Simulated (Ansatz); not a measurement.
rocksalt-structured CdTe

Method: PBEsol, scalar-relativistic; no spin polarisation; PAW, 420 eV, Γ-centred 8×8×8 mesh, 0.05 eV Gaussian smearing; code Ansatz. The datasets are Ansatz's generated set soft_2.

```
Cd Te
1.0
     0.00000    2.99801    2.99801
     2.99801    0.00000    2.99801
     2.99801    2.99801    0.00000
Cd Te
1 1
Direct
  0.50000 0.50000 0.50000
  0.00000 0.00000 0.00000
```

The compound is reported in the structure type of the start.

Cell and atoms are those of this level's equilibrium.

The cell has space group Fm-3m (read at 0.01 Å). In it the stress is 0.00, 0.00, 0.00, 0.00, 0.00, 0.00 GPa and the largest force component 0.000 eV/Å. Each change below starts from this cell, without further relaxation. Stress is in GPa, positive in compression, in the order xx, yy, zz, yz, xz, xy; energies are counted from the cell above and are free energies with the smearing's entropy, which match forces and stress in a metal.

Task: One atom was moved along a Cartesian axis, and these forces appeared. Which atom, and about how far?
| atom | Fx (eV/Å) | Fy | Fz |
| --- | --- | --- | --- |
| Cd1 | 0.000 | 0.000 | -0.227 |
| Te2 | 0.000 | 0.000 | 0.227 |

Result: Atom 1 (Cd) is moved by 0.12 Å along z; the energy changes by 13.0 meV per cell. Moving the other atom the opposite way is the same thing.

Task: A single strain component, atoms carried along, gave the stress 0.65, 0.65, 2.47, 0.00, 0.00, 0.00. Which component, and about how large?

Result: An engineering strain of -2 % in zz; the energy changes by 7.9 meV per cell.

Spin–orbit coupling, which matters for such heavy elements, is left out.
